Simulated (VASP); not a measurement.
A run of VASP 6.6.1 is set up as follows.

INCAR

```
PREC = Accurate
ENCUT = 520
EDIFF = 1E-6
ISMEAR = 0
SIGMA = 0.15
LREAL = F
LASPH = T
NELM = 60
ALGO = Normal
ISIF = 2
LWAVE = F
LCHARG = F
NBANDS = 13
```

Contents of KPOINTS:

```
Automatic mesh
0
Gamma
  18 18 18
```

Contents of POSCAR:

```
Sn
1.0
   -1.8946518192      1.8946518192      1.8946518192
    1.8946518192     -1.8946518192      1.8946518192
    1.8946518192      1.8946518192     -1.8946518192
Sn
1
Direct
    0.0000000000      0.0000000000      0.0000000000
```

Potentials or basis: VASP PAW LDA potentials, release 64 (Sn_d).

Run with:

```sh
$ cat potpaw_LDA.64/Sn_d/POTCAR > POTCAR
$ mpirun -np 1 vasp_std > vasp.out
```

(1) Estimate the band gap on the k mesh.

(2) What does it give for the pressure?

## Answers

(1) none (metal or under the smearing width).

(2) -3.3 GPa.
